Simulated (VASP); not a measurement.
Output of a VASP run:

OSZICAR:
```
       N       E                     dE             d eps       ncg     rms          rms(c)
DAV:   1     0.200670913116E+04    0.20067E+04   -0.11806E+05 13384   0.108E+03
DAV:   2    -0.221138679271E+03   -0.22278E+04   -0.21365E+04 15880   0.344E+02
DAV:   3    -0.407481868260E+03   -0.18634E+03   -0.18519E+03 16192   0.941E+01
DAV:   4    -0.424641145281E+03   -0.17159E+02   -0.17140E+02 20784   0.206E+01
DAV:   5    -0.425523943137E+03   -0.88280E+00   -0.88268E+00 16760   0.484E+00    0.149E+02
DAV:   6    -0.368311908799E+03    0.57212E+02   -0.23465E+02 15208   0.361E+01    0.139E+02
DAV:   7    -0.369595815203E+03   -0.12839E+01   -0.35413E+01 18024   0.112E+01    0.804E+01
DAV:   8    -0.369568830918E+03    0.26984E-01   -0.11060E+01 15344   0.710E+00    0.826E+00
DAV:   9    -0.368901406528E+03    0.66742E+00   -0.43896E+00 15464   0.420E+00    0.240E+00
DAV:  10    -0.368934292457E+03   -0.32886E-01   -0.29283E-01 15848   0.120E+00    0.762E-01
DAV:  11    -0.368931420028E+03    0.28724E-02   -0.66069E-02 17352   0.488E-01    0.433E-01
DAV:  12    -0.368932166757E+03   -0.74673E-03   -0.56857E-03 17184   0.147E-01    0.217E-01
DAV:  13    -0.368932308168E+03   -0.14141E-03   -0.35368E-03 14280   0.120E-01    0.589E-02
DAV:  14    -0.368932355446E+03   -0.47278E-04   -0.28928E-04 16592   0.354E-02    0.519E-02
DAV:  15    -0.368932313516E+03    0.41930E-04   -0.24902E-04 15816   0.336E-02    0.262E-02
DAV:  16    -0.368932311485E+03    0.20308E-05   -0.24073E-05 17160   0.904E-03    0.947E-03
DAV:  17    -0.368932310650E+03    0.83568E-06   -0.92114E-07  9656   0.285E-03
   1 F= -.36893231E+03 E0= -.36893231E+03  d E =-.102835E-13
```

**OUTCAR**
```
------------------------ aborting loop because EDIFF is reached ----------------------------------------
  FORCE on cell =-STRESS in cart. coord.  units (eV):
  Direction    XX          YY          ZZ          XY          YZ          ZX
  --------------------------------------------------------------------------------------
  Total     -133.4414004   -133.4414004   -133.4414004     -0.0000000      0.0000000     -0.0000000
  in kB     -367.6275712   -367.6275712   -367.6275712     -0.0000000      0.0000000     -0.0000000
  external PRESSURE =    -367.6275712 kB  Pullay stress =       0.0000000 kB
  volume of cell :      581.56
      direct lattice vectors                 reciprocal lattice vectors
    -5.258288000  5.258288000  5.258288000     0.000000000  0.095087983  0.095087983
     5.258288000 -5.258288000  5.258288000     0.095087983  0.000000000  0.095087983
     5.258288000  5.258288000 -5.258288000     0.095087983  0.095087983  0.000000000
 POSITION                                       TOTAL-FORCE (eV/Angst)
 -----------------------------------------------------------------------------------
      2.62914      2.62914      2.62914         0.000000     -0.000000      0.000000
     -2.62914      2.62914      2.62914         0.000000      0.000000      0.000000
      2.62914      2.62914     -2.62914         0.000000      0.000000      0.000000
      2.62914     -2.62914      2.62914         0.000000      0.000000      0.000000
      4.90598      0.00000      2.62914        -0.130096      0.000000      0.000000
      0.35231      0.00000      7.88743         0.130096      0.000000      0.000000
      2.62914      4.90598      0.00000         0.000000     -0.130096      0.000000
      7.88743      0.35231      0.00000         0.000000      0.130096      0.000000
      0.00000      2.62914      4.90598         0.000000     -0.000000     -0.130096
      0.00000      7.88743      0.35231         0.000000     -0.000000      0.130096
      0.35231      5.25829      2.62914         0.130096      0.000000      0.000000
      4.90598      5.25829     -2.62914        -0.130096      0.000000      0.000000
      2.62914      0.35231      5.25829         0.000000      0.130096      0.000000
     -2.62914      4.90598      5.25829         0.000000     -0.130096      0.000000
      5.25829      2.62914      0.35231         0.000000      0.000000      0.130096
      5.25829     -2.62914      4.90598         0.000000     -0.000000     -0.130096
      4.10672      1.60798      4.02995        -0.098124     -0.019667     -0.417354
      6.40985      3.65030      4.02995         0.098124      0.019667     -0.417354
      1.15157      1.60798      6.48662         0.098124     -0.019667      0.417354
     -1.15157      3.65030      6.48662        -0.098124      0.019667      0.417354
      4.02995      4.10672      1.60798        -0.417354     -0.098124     -0.019667
      4.02995      6.40985      3.65030        -0.417354      0.098124      0.019667
      6.48662      1.15157      1.60798         0.417354      0.098124     -0.019667
      6.48662     -1.15157      3.65030         0.417354     -0.098124      0.019667
      1.60798      4.02995      4.10672        -0.019667     -0.417354     -0.098124
      3.65030      4.02995      6.40985         0.019667     -0.417354      0.098124
      1.60798      6.48662      1.15157        -0.019667      0.417354      0.098124
      3.65030      6.48662     -1.15157         0.019667      0.417354     -0.098124
      1.15157      3.65030      1.22834         0.098124      0.019667      0.417354
     -1.15157      1.60798      1.22834        -0.098124     -0.019667      0.417354
      4.10672      3.65030     -1.22834        -0.098124      0.019667     -0.417354
      6.40985      1.60798     -1.22834         0.098124     -0.019667     -0.417354
      1.22834      1.15157      3.65030         0.417354      0.098124      0.019667
      1.22834     -1.15157      1.60798         0.417354     -0.098124     -0.019667
     -1.22834      4.10672      3.65030        -0.417354     -0.098124      0.019667
     -1.22834      6.40985      1.60798        -0.417354      0.098124     -0.019667
      3.65030      1.22834      1.15157         0.019667      0.417354      0.098124
      1.60798      1.22834     -1.15157        -0.019667      0.417354     -0.098124
      3.65030     -1.22834      4.10672         0.019667     -0.417354     -0.098124
      1.60798     -1.22834      6.40985        -0.019667     -0.417354      0.098124
 -----------------------------------------------------------------------------------
    total drift:                               -0.000000     -0.000000     -0.000000
  FREE ENERGIE OF THE ION-ELECTRON SYSTEM (eV)
  ---------------------------------------------------
  free  energy   TOTEN  =      -368.9323106498 eV

  energy  without entropy=     -368.9323106498  energy(sigma->0) =     -368.93231065
```
(Selected blocks of OUTCAR.)

POSCAR:
```
Y2O3
1
   -5.2582880000     5.2582880000     5.2582880000
    5.2582880000    -5.2582880000     5.2582880000
    5.2582880000     5.2582880000    -5.2582880000
Y O
16 24
Direct
  0.5000000000   0.5000000000   0.5000000000
  0.5000000000   0.0000000000   0.0000000000
  0.0000000000   0.0000000000   0.5000000000
  0.0000000000   0.5000000000   0.0000000000
  0.2500000000   0.7165000000   0.4665000000
  0.7500000000   0.7835000000   0.0335000000
  0.4665000000   0.2500000000   0.7165000000
  0.0335000000   0.7500000000   0.7835000000
  0.7165000000   0.4665000000   0.2500000000
  0.7835000000   0.0335000000   0.7500000000
  0.7500000000   0.2835000000   0.5335000000
  0.2500000000   0.2165000000   0.9665000000
  0.5335000000   0.7500000000   0.2835000000
  0.9665000000   0.2500000000   0.2165000000
  0.2835000000   0.5335000000   0.7500000000
  0.2165000000   0.9665000000   0.2500000000
  0.5361000000   0.7737000000   0.5434000000
  0.7303000000   0.9927000000   0.9566000000
  0.7697000000   0.7263000000   0.2624000000
  0.9639000000   0.5073000000   0.2376000000
  0.5434000000   0.5361000000   0.7737000000
  0.9566000000   0.7303000000   0.9927000000
  0.2624000000   0.7697000000   0.7263000000
  0.2376000000   0.9639000000   0.5073000000
  0.7737000000   0.5434000000   0.5361000000
  0.9927000000   0.9566000000   0.7303000000
  0.7263000000   0.2624000000   0.7697000000
  0.5073000000   0.2376000000   0.9639000000
  0.4639000000   0.2263000000   0.4566000000
  0.2697000000   0.0073000000   0.0434000000
  0.2303000000   0.2737000000   0.7376000000
  0.0361000000   0.4927000000   0.7624000000
  0.4566000000   0.4639000000   0.2263000000
  0.0434000000   0.2697000000   0.0073000000
  0.7376000000   0.2303000000   0.2737000000
  0.7624000000   0.0361000000   0.4927000000
  0.2263000000   0.4566000000   0.4639000000
  0.0073000000   0.0434000000   0.2697000000
  0.2737000000   0.7376000000   0.2303000000
  0.4927000000   0.7624000000   0.0361000000
```

Task: Reconstruct the remaining input files.

Result: One answer among several that fit: the input of the run itself, PBE GGA, plane waves, VASP's PBE PAW potentials (set 64).

**KPOINTS**
```
Automatic mesh
0
Gamma
8 8 8
0.5 0.5 0.5
```

**INCAR**
```
SYSTEM  =  Y2O3
PREC  =  Accurate; ENCUT  =  280; LREAL  =  Auto
LASPH  =  .TRUE.
EDIFF  =  1E-6; NELM  =  100; ALGO  =  Normal
LMAXMIX  =  4
ISMEAR  =  0; SIGMA  =  0.05
GGA  =  PE
ISIF  =  2
LWAVE  =  .FALSE.; LCHARG  =  .FALSE.
```

POTCAR, in this order: Y_sv O (PBE.64 set). Program: vasp_std.

At this cut-off the stress carries a Pulay error, which pulls relaxed volumes low.

The structure was generated: Y2O3 was put into an ordered model structure, a phase also known from measurement. The cell was not relaxed at this level. The run is one of a series of settings (ENCUT = 280, KPOINTS 8×8×8 Γ-centred mesh shifted by (0.5, 0.5, 0.5) against the base run), some of them coarse on purpose.
